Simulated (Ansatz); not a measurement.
GaP in the zincblende structure, relaxed with r2SCAN: 6 runs in the plane-wave code Ansatz, each a calculation of independent-particle optics. Space group F-43m (No. 216), cubic; a = 5.451 Å in the conventional setting, 20.24 Å³ an atom. Ga is surrounded by 4 P at 2.36 Å; P is surrounded by 4 Ga at 2.36 Å. Calculated for a static, non-magnetic cell.

```xyz
2
Lattice="0.0000 2.7254 2.7254 2.7254 0.0000 2.7254 2.7254 2.7254 0.0000" Properties=species:S:1:pos:R:3 pbc="T T T"
Ga    0.0000    0.0000    0.0000
P     1.3627    1.3627    1.3627
```

On meshes this coarse, single peaks can be features of the mesh. No local fields, no excitons; the zone sum runs over the cells of the mesh, and ε∞ includes the bands left out of the spectrum. Up to four peaks are listed, those above 15 % of the tallest and inside the complete range; the four can differ from row to row. Rows marked drawn have settings drawn at random (some not listed).

```csv
functional,k mesh,broadening (eV),scissors (eV),range (eV),settings,direct gap on the mesh before scissors (eV),ε∞ xx,ε∞ yy,ε∞ zz,complete up to (eV),tallest peaks of mean ε₂ (eV)
PBE,8×8×8,0.1,0.00,0–13,chosen,1.83,10.89,10.89,10.89,13.0,2.90 4.50 5.40 5.80
r2SCAN,8×8×8,0.1,0.00,0–13,chosen,2.36,9.54,9.54,9.54,13.0,3.35 4.85 5.90 6.15
LDA,8×8×8,0.1,0.00,0–13,chosen,1.61,11.62,11.62,11.62,13.0,2.75 4.35 5.25 5.70
PBE,8×8×8,0.1,1.01 (to HSE06),0–13,chosen,1.83,9.03,9.03,9.03,13.0,3.95 5.50 6.40 6.80
r2SCAN,4×4×4,0.4,0.30,0–10,drawn,2.36,9.12,9.12,9.12,10.0,5.10
PBE,6×6×6,0.03,0.00,0–6,drawn,1.83,10.90,10.90,10.90,6.0,2.85 4.45 5.40 5.80
```

The fundamental gap is indirect (1.64 eV with PBE on 8×8×8); the table holds the direct one.
